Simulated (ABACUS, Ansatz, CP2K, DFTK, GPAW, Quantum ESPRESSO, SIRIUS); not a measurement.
KTaO3: bulk modulus by level of theory

```cif
data_structure
_symmetry_space_group_name_H-M 'Pm-3m'
_symmetry_Int_Tables_number 221
_cell_length_a 3.9883
_cell_length_b 3.9883
_cell_length_c 3.9883
_cell_angle_alpha 90.000
_cell_angle_beta 90.000
_cell_angle_gamma 90.000
_cell_volume 63.44
loop_
_atom_site_label
_atom_site_type_symbol
_atom_site_symmetry_multiplicity
_atom_site_Wyckoff_symbol
_atom_site_fract_x
_atom_site_fract_y
_atom_site_fract_z
_atom_site_occupancy
Ta1 Ta 1 a 0.00000 0.00000 0.00000 1
K1 K 1 b 0.50000 0.50000 0.50000 1
O1 O 3 d 0.00000 0.00000 0.50000 1
```

| rung | level | program and potentials | cutoff (eV) | k mesh | smearing | core time | chip | bulk modulus (GPa) | notes |
| --- | --- | --- | --- | --- | --- | --- | --- | --- | --- |
| GGA | PBE | Ansatz, Ansatz PAW (earlier soft set) | 420 | 7 × 7 × 7 | fermi-dirac 0.05 | 10 s | Intel Xeon | 188.5 | - |
| GGA + dispersion | BLYP+D3(BJ) | GPAW, PAW data sets generated for this functional | 800 | 6 × 6 × 6 | fermi-dirac 0.05 | 2.3 min | Intel Xeon 6975P-C Granite Rapids | 194.4 | - |
| GGA + dispersion | PBEsol+D3(zero damping) | GPAW, PAW data sets generated for this functional | 800 | 6 × 6 × 6 | fermi-dirac 0.05 | 2.8 min | Intel Xeon 6975P-C Granite Rapids | 202.2 | - |
| LDA | LDA | GPAW, PAW data sets generated for this functional | 800 | 6 × 6 × 6 | fermi-dirac 0.05 | 2.8 min | Intel Xeon 6975P-C Granite Rapids | 218.0 | - |
| GGA + dispersion | PBE+D4 | GPAW, GPAW PAW data sets (gpaw-data 1.2.1) | 800 | 6 × 6 × 6 | fermi-dirac 0.05 | 3 min | Intel Xeon 6975P-C Granite Rapids | 192.1 | - |
| non-local van der Waals functional | BEEF-vdW | GPAW, GPAW PAW data sets (gpaw-data 1.2.1) | 800 | 6 × 6 × 6 | fermi-dirac 0.05 | 3 min | Intel Xeon 6975P-C Granite Rapids | 184.2 | potentials made for PBE |
| GGA | PBEsol | GPAW, PAW data sets generated for this functional | 800 | 7 × 7 × 7 | fermi-dirac 0.05 | 5.1 min | Arm Neoverse V2 | 201.7 | - |
| GGA | PBE | Ansatz, all-electron LAPW, scalar-relativistic | - | 7 × 7 × 7 | fermi-dirac 0.05 | 5.1 min | Intel Xeon | 186.8 | - |
| GGA + dispersion | revPBE+D3(BJ) | GPAW, the program's PAW data sets (release 1.2.1) made for this functional | 800 | 6 × 6 × 6 | fermi-dirac 0.05 | 5.6 min | Arm Neoverse V1 | 189.9 | - |
| GGA | PBEsol | Quantum ESPRESSO, GBRV 1.5 PBEsol | 762 | 7 × 7 × 7 | fermi-dirac 0.05 | 6.3 min | Intel Xeon 6975P-C Granite Rapids | 203.7 | - |
| GGA | PBEsol | Ansatz, all-electron LAPW, scalar-relativistic | - | 7 × 7 × 7 | fermi-dirac 0.05 | 6.7 min | Intel Xeon Platinum 8375C Ice Lake | 201.4 | - |
| LDA | LDA | Quantum ESPRESSO, GBRV 1.5 LDA | 762 | 7 × 7 × 7 | fermi-dirac 0.05 | 6.8 min | Arm Neoverse V2 | 218.6 | - |
| GGA | PBE | ABACUS, PseudoDojo NC SR 0.4.1 PBE standard, plane waves | 1143 | 7 × 7 × 7 | fermi-dirac 0.05 | 7.1 min | Intel Xeon Platinum 8175M Skylake/Cascade Lake | 187.9 | - |
| GGA | PBE | GPAW, GPAW PAW data sets (gpaw-data 1.2.1) | 800 | 7 × 7 × 7 | fermi-dirac 0.05 | 8.4 min | Arm Neoverse N1 | 187.6 | - |
| GGA | PBEsol | SIRIUS, PseudoDojo 0.4.1 PBEsol standard (scalar relativistic) | 1152 | 7 × 7 × 7 | fermi-dirac 0.05 | 11 min | Intel Xeon Platinum 8375C Ice Lake | 202.9 | - |
| GGA | PBE | DFTK, PseudoDojo SR PBE 0.4.1 standard (PBE) | 1143 | 7 × 7 × 7 | fermi-dirac 0.05 | 19 min | Intel Xeon Platinum 8488C Sapphire Rapids | 187.8 | - |
| GGA | PBEsol | CP2K, POTENTIAL_UZH Ta GTH-PBE-q13, K GTH-PBE-q9, O GTH-PBE-q6; TZVP-MOLOPT-PBE-GTH basis | - | 7 × 7 × 7 | fermi-dirac 0.05 | 19 min | Intel Xeon Platinum 8488C Sapphire Rapids | 203.0 | atomic basis; potentials made for PBE |

Times are single runs on shared hosts and different chips, so they are rough; meshes, cutoffs and the tasks' sizes weigh on the time. Task: equation of state. All rows: no spin polarisation. Smearing widths are in eV. The cell comes from a database and isn't always the measured one. Meshes differ between rows, which moves values too. Meshes are those of the run's cell of 5 atoms unless a note names another. Runs on faulty files, with rough fits or with known faults for this quantity aren't shown. No row holds spin-orbit coupling.

By rung: LDA 218.0 to 218.6; GGA 186.8 to 203.7; GGA + dispersion 189.9 to 202.2; non-local van der Waals functional 184.2; GGA in atomic bases 203.0 (GPa).
